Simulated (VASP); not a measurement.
# AlCo: self-consistent run, by LSFBXC

AlCo, Pm-3m (no. 221), 2 atoms in the cell. PBE; PAW potentials Co, Al (PBE set).

| LSFBXC | Pressure (GPa) | Gap on the mesh (eV) | Time (s) |
|---|---|---|---|
| default | 6.39 | 0.000 | 144 |
| .TRUE. | 6.41 | 0.000 | 156 |

## Input of the first row

INCAR:
```
SYSTEM = AlCo
  PREC = Accurate
  ENCUT = 520
  EDIFF = 1E-6
  ISMEAR = 1
  SIGMA = 0.1
  LREAL = .FALSE.
  LASPH = .TRUE.
  ALGO = Normal
  NELM = 200
  ISIF = 2
  LWAVE = .FALSE.
  LCHARG = .FALSE.
  LORBIT = 11
  LMAXMIX = 4
  LNONCOLLINEAR = .TRUE.
  MAGMOM = -0.574 0.823 1.31 0 0 0
  ISYM = -1
```

KPOINTS:
```
k-points
0
Gamma
  7 7 7
```

POSCAR:
```
AlCo
1.0
    2.8194032100      0.0000000000      0.0000000000
    0.0000000000      2.8194032100      0.0000000000
    0.0000000000      0.0000000000      2.8194032100
Co Al
1 1
Direct
    0.5000000000      0.5000000000      0.5000000000
    0.0000000000      0.0000000000      0.0000000000
```

Commands:
```
cat potpaw_PBE.64/Co/POTCAR potpaw_PBE.64/Al/POTCAR > POTCAR
mpirun -np 1 vasp_ncl > vasp.out
```

Changes of the last row against the first:
```
+ LSFBXC = True
```

VASP 6.6.1 took 144 s on 1 core (Intel Xeon 6975P-C (Granite Rapids)), a shared host.
